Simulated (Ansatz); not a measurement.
**RbBr: molecular dynamics by PAW and LAPW**

Aim: follow RbBr in time (15 steps of 2 fs under a Langevin thermostat at 1200 K) with PAW and LAPW. Both runs start alike, so that frozen cores can be judged against all electrons.

The COD entry's cell or inner coordinates are ideal or old and differ from later refinements, so a difference from it is no clean test against experiment.

All numbers below are computed with Ansatz 0.2.0 (DFT PBE, scalar-relativistic).

### 1 The system as given

The cell holds 4 atoms (Br2Rb2): a = 9.693 Å, b = 4.847 Å, c = 4.847 Å, α = 60.00°, β = 60.00°, γ = 60.00°.

Coordinates:

```
Rb Br
1.0
     0.00000    6.85400    6.85400
     3.42700    0.00000    3.42700
     3.42700    3.42700    0.00000
Rb Br
2 2
Direct
  0.00000 0.00000 0.00000
  0.50000 0.00000 0.00000
  0.25000 0.50000 0.50000
  0.75000 0.50000 0.50000
```

The cell comes from a crystallographic database entry that wasn't checked; take it as a given geometry, which may be far from equilibrium.

### 2 Frozen-core PAW

input.yaml reads:

```yaml
crystal:
  lattice:
    - [0.0, 6.854, 6.854]
    - [3.427, 0.0, 3.427]
    - [3.427, 3.427, 0.0]
  atoms:
    - { symbol: Rb, position: [0.0, 0.0, 0.0] }
    - { symbol: Rb, position: [0.5, 0.0, 0.0] }
    - { symbol: Br, position: [0.25, 0.5, 0.5] }
    - { symbol: Br, position: [0.75, 0.5, 0.5] }
kpoints:
  mp_grid: { grid: [3, 5, 5] }
scf:
  occupations: { method: fermi_dirac, width: 0.08 }
hamiltonian:
  xc: pbe
  pseudopotentials: { kind: paw }
output:
  forces: true
  stress: true
md:
  timestep: 2.0
  n_steps: 15
  ensemble: nvt_langevin
  temperature: 1200
  initial_velocities: maxwell_boltzmann
  seed: 960111
```

On the command line:

```console
ansatz run input.yaml --threads 2 --pin off --max-ram 4096MiB --backend cpu --events-out ev --progress --plain --runs-dir out
```

### 6 All-electron LAPW

input.yaml, as its differences from that of step 2:

```diff
@@ -16,3 +16,3 @@
   xc: pbe
-  pseudopotentials: { kind: paw }
+  pseudopotentials: { kind: all_electron, lapw: { basis_error: 0.001 } }
 output:
```

(Steps that only read results are left out.)

**Question.** What will these runs give? Wanted: PAW: temperature, first and last step; PAW: temperature, second half; PAW: potential energy, second half; PAW: mean square displacement, second half; LAPW: temperature, first and last step; LAPW: temperature, second half; LAPW: potential energy, second half; LAPW: mean square displacement, second half.

**Answer**, as computed:

```
                                   quantity                                    value
                                PAW: length                         15 steps of 2 fs
      PAW: temperature, first and last step                           900 and 1198 K
              PAW: temperature, second half          mean 1162 K, from 997 to 1361 K
         PAW: potential energy, second half  +15 meV/atom from this run's first step
 PAW: mean square displacement, second half                    Rb 0.018, Br 0.011 Å²
                               LAPW: length                         15 steps of 2 fs
     LAPW: temperature, first and last step                           900 and 1198 K
             LAPW: temperature, second half          mean 1162 K, from 997 to 1361 K
        LAPW: potential energy, second half  +15 meV/atom from this run's first step
LAPW: mean square displacement, second half                    Rb 0.018, Br 0.011 Å²
```

In words: Against a set 1200 K the second half averages 1162 K with a spread of 118 K (in equilibrium 4 atoms would scatter by about 490 K, over a far longer run). The farthest move is 0.20 Å, against a mean nearest distance of 3.4 Å at the start: no atom has changed site so far. Averages from a run of 30 fs with 4 atoms are rough. LAPW took about 7 times as long as PAW (6.4 min against 58 s, on a shared host and with the outputs that each input asks for).
